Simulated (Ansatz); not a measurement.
CuO (Tenorite):

```
Cu O
1.0
     2.34185   -1.71130    0.00000
     2.34185    1.71130    0.00000
    -0.85003    0.00000    5.05787
Cu O
2 2
Direct
  0.50000 0.00000 0.50000
  0.00000 0.50000 0.00000
  0.41840 0.58160 0.75000
  0.58160 0.41840 0.25000
```

```yaml
Program: Ansatz 0.2.0
Task: relaxation of cell and atoms
Functional: r2SCAN
Dispersion: D3(BJ)-ATM
Potentials_or_basis: Ansatz PAW
Cutoff: "500 eV (not typed: the program's choice for these potentials)"
k_mesh: 10 × 10 × 5
Occupations: fermi-dirac, width 0.05 eV
Spin: no spin polarisation
```

At the start: volume 10.13 Å³/atom.

Problem. Where does the relaxation end?

Solution. It ends after 13 steps and the volume is 10.64 Å³/atom (+5.0 %); space group P4_2/mmc (No. 131, to 0.05 Å).

Step by step:
```
step  energy change (eV)  largest force (eV/Å)  volume (Å³)
   1              0.0000                0.2854        40.54
   2             -0.0133                0.2317        40.53
   3             -0.0468                0.0408        41.10
   4             -0.0592                0.0200        41.42
   5             -0.0790                0.0016        42.21
   6             -0.0824                0.0033        42.42
   7             -0.0828                0.0005        42.38
   8             -0.0828                0.0000        42.42
   9             -0.0905                0.0003        42.42
  10             -0.0923                0.0006        42.53
  11             -0.0932                0.0044        42.59
  12             -0.0932                0.0002        42.58
  13             -0.0934                0.0002        42.58
```

Final structure:
```xyz
4
Lattice="2.0371 -2.0345 0.1597 2.0371 2.0345 0.1597 -0.3946 0.0000 5.1056" Properties=species:S:1:pos:R:3 pbc="T T T"
Cu    0.8213   -1.0173    2.6326
Cu    1.0185    1.0173    0.0798
O     1.7412   -0.0013    3.9889
O     1.9385    0.0013    1.4361
```

Caveat: the plane-wave basis is chosen anew once the cell has moved, so the energies of steps on either side of that aren't comparable; the run has no spin polarisation, though such a crystal can be magnetic; pairwise dispersion overbinds metals, which lowers pressure and volume; the PAW data sets come from PBE, with cores solved anew for the run's functional, which leaves a small shift of forces and pressure.
